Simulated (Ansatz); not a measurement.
Cell and atoms are relaxed with the symmetry kept. Start:

Space group R-3m:H (No. 166). a = 2.866 Å, b = 2.866 Å, c = 8.188 Å, α = 90.00°, β = 90.00°, γ = 120.00°
```
atom site symmetry x y z
  Fe    3a       -3m  0.0000  0.0000  0.0000
   O    3b       -3m  0.3333  0.6667  0.1667
```

Computed with Ansatz 0.2.0, DFT PBE, scalar-relativistic, plane waves, PAW.

Plane waves to 420 eV, a k mesh through Γ of 16×16×8 on the computed 4-atom cell and Gaussian smearing (0.10 eV); collinear spin from starting moments -3.6 3.6 0 0 μB.

Task: What does it relax to?

Result: The volume doesn't move by more than 0.01 Å³/atom to 9.71 Å³/atom, and the energy changes by under 0.1 meV/atom. The cell ends with a moment of 0.00 μB (only this magnetic start was tried). Final structure:
```yaml
crystal:
  lattice:
    - [2.47893, -1.43215, -0.09144]
    - [2.47893, 1.43215, -0.09144]
    - [-1.44962, 0.00000, 5.52152]
  atoms:
    - { symbol: Fe, position: [0.50000, 0.50000, 0.50000] }
    - { symbol: Fe, position: [0.00000, 0.00000, 0.00000] }
    - { symbol: O, position: [0.75000, 0.75000, 0.25000] }
    - { symbol: O, position: [0.25000, 0.25000, 0.75000] }
```

Course of the relaxation (steps run on the plane waves of an earlier cell, and the basis is chosen afresh near the end, so energy and pressure can step there; trial steps that raised the energy were taken back; energies are free energies):

```tsv
step	P (GPa)	V (Å³/atom)
1	-0.02	9.71
2	-0.02	9.71
3	0.00	9.71
4	-0.01	9.71
```